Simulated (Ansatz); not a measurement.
# InP (Fm-3m) in Ansatz: further runs

One crystal, InP, is run at these levels: LDA; tasks: phonons, elastic constants.

All numbers are computed with Ansatz 0.2.0; they aren't measurements. Logs are shortened: lines on timing, memory, paths and dates and some standing lists are left out, and cuts for length are marked.

## 1. The crystal as given

It takes space group Fm-3m (No. 225, cubic). The conventional cell has a = 5.538 Å, b = 5.538 Å, c = 5.538 Å, α = 90.00°, β = 90.00°, γ = 90.00°. In (site symmetry m-3m) is surrounded by 6 P at 2.77 Å. P (site symmetry m-3m) is surrounded by 6 In at 2.77 Å.

Measurements of this composition are mostly on another form, of space group No. 216.

## 2. Phonons, LDA

The input, input.yaml:

```yaml
crystal:
  lattice:
    - [0.0, 2.768834, 2.768834]
    - [2.768834, 0.0, 2.768834]
    - [2.768834, 2.768834, 0.0]
  atoms:
    - { symbol: In, position: [0.0, 0.0, 0.0] }
    - { symbol: P, position: [0.5, 0.5, 0.5] }
hamiltonian:
  xc: lda
  pseudopotentials: { kind: paw }
kpoints:
  mp_grid: { grid: [6, 6, 6] }
scf:
  occupations: { method: fermi_dirac, width: 0.05 }
phonons:
  method: dfpt
```

Potentials or basis: Ansatz PAW.

Launch:

```bash
> ansatz run input.yaml --threads 2 --pin off --max-ram 5632MiB --backend cpu --events-out ev --progress --plain --runs-dir out
```

Log:

```text
Warning: RAYON_NUM_THREADS=2 ignored (pool sized by the plan → 2); use --threads N
Engine: ansatz 0.2.0, aarch64-unknown-linux-gnu
Pseudopotentials: kind: paw
Pseudopotential: In, paw, valence charge 13, recommended cutoff 420 eV (normal), In.paw.azcp
Pseudopotential: P, paw, valence charge 5, recommended cutoff 420 eV (normal), P.paw.azcp
Functional definition: SPW92
  exchange = slater_x
  correlation = pw_c
Crystal: 2 atoms, lattice volume = 42.454 Å³
Basis set: ecut = 420 eV, 869 PW (Γ), exchange–correlation on 54×54×54 points (8 copies of the dense FFT grid, shifted against one another)
Bands: 13, of which v1, the nominal top of the filled ones, is band 9 counted from 1 (8 counted from 0)
Symmetry: 48 space group operations
k-points: 30 of 216 (irreducible under 8 space group operations, time reversal used)
Non-local potential: In, projectors of the file, l = 0: 2, l = 1: 2, l = 2: 2, l = 3: 2
Non-local potential: P, projectors of the file, l = 0: 2, l = 1: 2, l = 2: 2
PAW form: soft (Blöchl's): semilocal exchange-correlation on the pseudo side does not see the compensation charge
PAW frozen core: In, regenerated for the run's functional, and the local potential with it (the file was generated under x = pbe(κ = 0.804, μ = 0.2195149727645171), c = pbe(β = 0.06672455060314922))
PAW frozen core: P, regenerated for the run's functional, and the local potential with it (the file was generated under x = pbe(κ = 0.804, μ = 0.2195149727645171), c = pbe(β = 0.06672455060314922))
PAW one-centre angular grid: In, 590 points (default); XC on 64 Gauss nodes
PAW one-centre angular grid: P, 110 points (default); XC on 64 Gauss nodes
Initial density: superposition of atomic densities (neutral atoms: chi_scale 0, normalization atom), corrected by the library's trained network
Initial wavefunctions: pseudopotential atomic-orbital guess
Functional: x = slater, c = lda
SCF iter   1: F=—  HF=-6183.196881 eV  |F-HF|=—  |Δ(HF+E_count)|=         —  Δρ=1.02e-2  dr2=4.90e-2  ethr=1.77e-3  ⟨swp⟩=6.2  Hψ=2485  notcnv=0
preconditioner: auto → none  [insulator: Δε(μ)=0.185 eV  Ē_g=14.651 eV  σ=0.050 eV  W_gap=0.54  n_scr=14 (ndim 8)  ℏωp=24.2 eV  f_vac=0.000  D(μ)=1.66/eV (n_scr^D=14)  ε∞_Penn≈3.7]
SCF iter   2: F=—  HF=-6183.179925 eV  |F-HF|=—  |Δ(HF+E_count)|=   1.70e-2  Δρ=3.94e-3  dr2=3.61e-3  ethr=2.72e-4  ⟨swp⟩=2.9  Hψ=835  notcnv=0
SCF iter   3: F=—  HF=-6183.178862 eV  |F-HF|=—  |Δ(HF+E_count)|=   1.06e-3  Δρ=1.08e-3  dr2=4.70e-4  ethr=2.01e-5  ⟨swp⟩=2.0  Hψ=703  notcnv=0
SCF iter   4: F=—  HF=-6183.178726 eV  |F-HF|=—  |Δ(HF+E_count)|=   1.36e-4  Δρ=2.90e-4  dr2=1.96e-5  ethr=2.61e-6  ⟨swp⟩=2.5  Hψ=522  notcnv=0
SCF iter   5: F=—  HF=-6183.178723 eV  |F-HF|=—  |Δ(HF+E_count)|=   3.62e-6  Δρ=2.53e-5  dr2=2.85e-7  ethr=1.09e-7  ⟨swp⟩=2.2  Hψ=521  notcnv=0
SCF iter   6: F=—  HF=-6183.178728 eV  |F-HF|=—  |Δ(HF+E_count)|=   5.27e-6  Δρ=1.26e-5  dr2=7.09e-8  ethr=1.59e-9  ⟨swp⟩=2.4  Hψ=710  notcnv=0
SCF iter   7: F=—  HF=-6183.178728 eV  |F-HF|=—  |Δ(HF+E_count)|=   2.89e-8  Δρ=2.45e-6  dr2=2.95e-9  ethr=3.94e-10  ⟨swp⟩=3.0  Hψ=695  notcnv=0
SCF iter   8: F=—  HF=-6183.178728 eV  |F-HF|=—  |Δ(HF+E_count)|=   1.15e-9  Δρ=3.42e-7  dr2=5.75e-11  ethr=1.64e-11  ⟨swp⟩=3.0  Hψ=695  notcnv=0
SCF iter   9: F=-6183.178728 eV  HF=-6183.178728 eV  |F-HF|=1.82e-12  |Δ(HF+E_count)|=  3.09e-11  Δρ=2.82e-8  dr2=4.61e-13  ethr=1.00e-12  ⟨swp⟩=7.2  Hψ=1979  notcnv=0
SCF 1 converged in 9 iterations: F = -6183.178728 eV  dr2 = 4.61e-13
DFPT response loops at Γ: preconditioner auto → Kerker (q_TF=auto, 2.365 Å⁻¹) (partly filled bands, converged f_vac=0.000); β = 1.00, the filter's whole step (`scf.mixing.beta` (0.50) is not read by the response loops under this deck's `scf.mixing.preconditioner`; to damp them name `kerker` or `kerker_dos`, under which they read `scf.mixing.beta`, and type it under 1.00, their step now; both keys bind the ground state too); Broyden in place of MSR1
SCF converged after 9 iterations
Free energy (F): -6183.178728 eV
Harris-Foulkes:  -6183.178728 eV  (|F-HF|=1.82e-12)
Internal energy: -6183.166090 eV  (E = F + TS)
E sigma→0 (E₀):  -6183.172409 eV
Entropy (-TS):   -0.012637 eV (-6.319 meV/atom)
Fermi energy:    8.915351 eV
--- Per-component energies (eV) ---
  E_band       = -17.751291
  E_kinetic    = 312.476688
  E_local      = -1199.861711  (includes V_loc(G=0)·N_el)
  E_nonlocal   = 405.566129
  E_hartree    = 468.529405
  E_xc         = -274.068596
  E_vxc        = -161.191120  (∫ρ·V_xc dr)
  E_paw        = -4555.583769  (= ΣΔE_a)
  E_vpaw       = -311.800106  (= ΣTr[D̂ρ^β])
  E_aug_tail   = 0.000029  (compensation charges beyond the density's cutoff)
  E_ewald      = -1340.626153
  E_core_change = 0.401888  (= ΣΔE_core)
  E_smearing   = -0.012637  (= −TS)
  E_closure    = -0.000000  (closes the sum)
  Σ components = -6183.178728   (vs F -6183.178728, Δ=0.00e0)
--- Band table (eV; the first three rows and the last of 30) ---
  k-point 0: bands = ["-5.2024", "-5.2024", "-5.1777", "-5.1777", "-5.1777", "-3.1136", "8.6243", "8.6243", "8.6243", "9.2403", "16.0142", "16.0142", "16.0142"]
  k-point 1: bands = ["-5.2164", "-5.2164", "-5.1791", "-5.1587", "-5.1587", "-2.7689", "6.1787", "8.6885", "8.6885", "11.1045", "14.6392", "14.9047", "14.9047"]
  k-point 2: bands = ["-5.2488", "-5.2488", "-5.1854", "-5.1156", "-5.1156", "-1.8210", "3.5922", "8.8999", "8.8999", "11.5183", "13.0109", "13.0109", "14.0571"]
  k-point 29: bands = ["-5.4617", "-5.1949", "-5.1901", "-5.1086", "-5.0614", "0.1289", "4.3670", "4.4510", "5.6968", "9.8546", "14.2058", "14.9234", "17.0731"]
--- Phonons (Γ-DFPT): 2 representative perturbations + reference, on 30 of 216 k-points (Σ response iterations 5) ---
  k mesh reduced under 8 symmetry operations, with k and −k counted as one. Each operation leaves every solved perturbation unchanged. A smaller set is not used because it would not reduce the number of displacements times k-points to solve
  ASR residual: 8.027e-6 → 0.000e0 eV/Å²; symmetrization residual: 1.943e-6 eV/Å²
  ASR residual per site (eV/Å²): 8.03e-6 5.37e-6
  Γ frequencies (cm⁻¹): 0.00 0.00 0.00 152.01 152.01 152.01
  non-analytic LO–TO correction: not included (Born effective charges unavailable; polar crystals: no LO–TO splitting at Γ)
```

second_order_force_constants.tsv:

```text
# format = ansatz-second-order-force-constants/2
# a1_ang = 0e0 2.768834e0 2.768834e0
# a2_ang = 2.768834e0 0e0 2.768834e0
[... 69 lines left out ...]
0	1	0	0	0	1	-2.072712228749481e0	3.7388719987037537e-31	-2.465190328815662e-32	3.7388719987037537e-31	-2.072712228749481e0	-1.1504221534473087e-31	-2.4651903288156613e-32	-1.150422153447309e-31	-2.072712228749481e0
1	0	0	0	0	0	-2.072712228749481e0	3.7388719987037537e-31	-2.4651903288156613e-32	3.7388719987037537e-31	-2.072712228749481e0	-1.150422153447309e-31	-2.465190328815662e-32	-1.1504221534473087e-31	-2.072712228749481e0
1	1	0	0	0	1	2.072712228749481e0	-3.7388719987037537e-31	2.4651903288156613e-32	-3.7388719987037537e-31	2.072712228749481e0	1.150422153447309e-31	2.465190328815662e-32	1.1504221534473087e-31	2.072712228749481e0
```

It took 3.2 s on 2 threads of Arm Neoverse V1, shared host; peak memory 0.36 GiB.

Results:

```yaml
Free_energy: -6183.1787 eV
Band_gap_on_the_k_mesh: none (metal or under the smearing width)
Highest_phonon_frequency_at_Γ: 152 cm⁻¹
```

Levels at points of the mesh, in eV from the Fermi level:
```csv
k point,band 5,band 6,band 7,band 8,band 9,band 10,band 11,band 12,band 13
"(0.00, 0.00, 0.00)",-14.09,-12.03,-0.29,-0.29,-0.29,0.32,7.10,7.10,7.10
"(0.00, 0.00, -0.50)",-14.01,-9.93,-6.71,0.16,0.16,2.39,3.31,3.31,5.04
"(0.00, -0.50, -0.50)",-13.98,-8.82,-4.97,-2.67,-2.35,-2.35,3.83,9.69,9.69
"(-0.50, 0.00, -0.50)",-13.98,-8.82,-4.97,-2.67,-2.35,-2.35,3.83,9.69,9.69
```

Phonon frequencies in cm⁻¹ (negative: imaginary):
```tsv
q point	frequencies
(0.000, 0.000, 0.000)	0 0 0 152 152 152
```

Caveat: the PAW data sets come from PBE, with cores solved anew for the run's functional, which leaves a small shift of forces and pressure.

## 3. Elastic constants, LDA

input.yaml: that of step 2 with these lines changed.

```diff
@@ -15,3 +15,7 @@
   occupations: { method: fermi_dirac, width: 0.05 }
-phonons:
-  method: dfpt
+output:
+  forces: true
+  stress: true
+elastic:
+  mode: relaxed_ion
+  stencil: two_point
```

Potentials or basis: Ansatz PAW.

Launch:

```bash
> ansatz run input.yaml --threads 2 --pin off --max-ram 5632MiB --backend cpu --events-out ev --progress --plain --runs-dir out
```

Run time: 3.7 s. Hardware: 2 threads of Arm Neoverse V1, shared host; peak memory 0.32 GiB.

The run converged. Its results:

```
Free energy                     : -6183.1787 eV
Pressure                        : -5.0 GPa
Band gap on the k mesh          : none (metal or under the smearing width)
Elastic constants C11, C12, C44 : 133, 31, 12 GPa
Voigt bulk modulus              : 65 GPa
```

Levels at points of the mesh, in eV from the Fermi level:
```csv
k point,band 7,band 8,band 9,band 10,band 11,band 12
"(0.00, 0.00, 0.00)",-0.29,-0.29,-0.29,0.32,7.10,7.10
"(0.00, 0.00, -0.50)",-6.71,0.16,0.16,2.39,3.31,3.31
"(0.00, -0.50, -0.50)",-4.97,-2.67,-2.35,-2.35,3.83,9.69
```

Elastic tensor in Voigt notation (GPa, in the Cartesian axes of the cell as first typed):
```
133  31  31   0   0   0
 31 133  31   0   0   0
 31  31 133   0   0   0
  0   0   0  12   0   0
  0   0   0   0  12   0
  0   0   0   0   0  12
```

Caveat: the cell is more than 3 GPa from zero pressure, which shifts response properties; elastic constants of metals need much finer meshes, so these are rough; the PAW data sets come from PBE, with cores solved anew for the run's functional, which leaves a small shift of forces and pressure.
